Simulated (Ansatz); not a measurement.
**AlN with an Al vacancy: gradients before and after relaxing the atoms**

Start: a supercell of AlN (rock salt type, Fm-3m) built from an entry of the Crystallography Open Database (COD; perhaps a calculated or model structure), with all atoms left at the host's positions.

Space group Fm-3m (No. 225); a = 11.8140 Å.

```
site  Wyckoff  site symmetry       x       y       z
 Al1      48h           m.m2  0.1667  0.1667  0.0000
 Al4      32f            .3m  0.3333  0.1667  0.1667
Al14      24e           4m.m  0.5000  0.5000  0.3333
 N27      32f            .3m  0.1667  0.1667  0.1667
 N29      24e           4m.m  0.5000  0.5000  0.1667
 N31      48i           m.m2  0.5000  0.3333  0.3333
 N40       4b           m-3m  0.5000  0.5000  0.5000
```

One atom of each set is listed; the run and its k-mesh use a cell of 53 atoms with edges of 8.35, 8.35, 8.35 Å.

Method: Kohn–Sham DFT in Ansatz, PBE, plane waves and PAW, scalar-relativistic, 420 eV cutoff, Γ-centred 3×3×3 k-points, Fermi–Dirac smearing 0.01 eV, cell charge -3.

The largest force at the start is 3.0 eV/Å. Relaxing the ions at fixed cell moves them by 0.085 Å at most (atom 29, N) and 0.048 Å rms.

```
site  moved (Å)  first shell before    first shell after  V_zz before (10²¹ V/m²)  η before
 Al1      0.079       6 N at 1.97 Å   6 N at 1.92–2.02 Å                     0.94      0.03
 Al4      0.010       6 N at 1.97 Å   6 N at 1.96–1.97 Å                   -0.037      0.00
Al14      0.007       6 N at 1.97 Å   6 N at 1.88–1.98 Å                    -1.71      0.00
 N27      0.010      6 Al at 1.97 Å  6 Al at 1.97–1.98 Å                    -0.71      0.00
 N29      0.085      5 Al at 1.97 Å  5 Al at 1.88–1.92 Å                    -2.19      0.00
 N31      0.009      6 Al at 1.97 Å  6 Al at 1.96–2.02 Å                    -1.08      0.06
```

Task: What are V_zz and η after the relaxation?

Result: 

```tsv
site	V_zz after	η after	change of V_zz
Al1	0.79	0.57	-0.15
Al4	0.021	0.00	+0.06
Al14	-1.87	0.00	-0.16
N27	0.26	0.00	+0.97
N29	-2.33	0.00	-0.14
N31	-0.54	0.21	+0.54
```

The largest change of V_zz is on N27, from -0.71 to 0.26. In per cent, |V_zz| changes by -16 to +9 on Al, -50 to +6 on N (all sites that start above 0.5, bar those whose gradient vanishes or changes sign or whose main axis turns by over 40°). Where |V_zz| stays above 0.1, η moves most on Al1, from 0.03 to 0.57. V_zz changes sign on N27 (same axis), Al4 (same axis). Sites without a gradient aren't listed.

The defect repeats with the cell of 53 atoms, so it feels its images: sites between two images don't show the values beside a lone defect, and zeros or small values of η there can come from the images' arrangement. A uniform background compensates the cell's charge.
Before: The cell keeps the host's lattice, where the PBE pressure is 19 GPa (in a charged cell this depends on the convention for the mean potential). The neighbours have not yet relaxed around the defect (largest force 3.0 eV/Å), so a real crystal will differ.
After: The cell keeps the host's lattice, where the PBE pressure is 20 GPa (in a charged cell this depends on the convention for the mean potential).
